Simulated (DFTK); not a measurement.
## Li2Se under changes of volume

One of the cells (18.045 Å³/atom); the others are scaled copies at fixed shape and fractional positions:

```
Se Li
1.0
     0.00000    3.00250    3.00250
     3.00250    0.00000    3.00250
     3.00250    3.00250    0.00000
Se Li
1 2
Direct
  0.00000 0.00000 0.00000
  0.75000 0.75000 0.75000
  0.25000 0.25000 0.25000
```

- Program: DFTK 0.8.2
- Functional: PBEsol
- Potentials or basis: dojo.nc.sr.pbesol.v0_4_1.standard.upf (PBEsol)
- Cutoff: 1170 eV
- k mesh: 8 × 8 × 8
- Occupations: fermi-dirac, width 0.05 eV
- Spin: no spin polarisation

```csv
volume (Å³/atom),energy over the lowest point (meV/atom),pressure (GPa),gap on the mesh (eV)
16.962,1.79,1.2,2.79
17.323,0.04,0.4,2.81
17.684,0.00,-0.3,2.83
18.045,?,?,?
18.406,4.45,-1.6,2.86
18.767,8.66,-2.1,2.87
19.128,14.02,-2.6,2.89
```

Question: What does the run at 18.045 Å³/atom give?

Answer: Energy over the lowest point 1.52 meV/atom; pressure -1.0 GPa; gap on the mesh 2.84 eV.

Worked out: A Birch-Murnaghan fit of order 3 (a polynomial in V^(-2/3)) to the other rows has its minimum at 17.51 Å³/atom with B0 = V·E''(V) = 35 GPa and B' = 3.8. It gives 1.52 meV/atom at 18.045 Å³/atom, against the run's 1.52, and -dE/dV = -1.0 GPa, against -1.0. A straight line through the other rows of the gap, of slope 0.803 eV per unit of ln V, gives 2.84 eV, against the run's 2.84.

Energies are extrapolated to zero smearing.

A mesh can miss the band edges. Spin-orbit coupling on Se is left out.
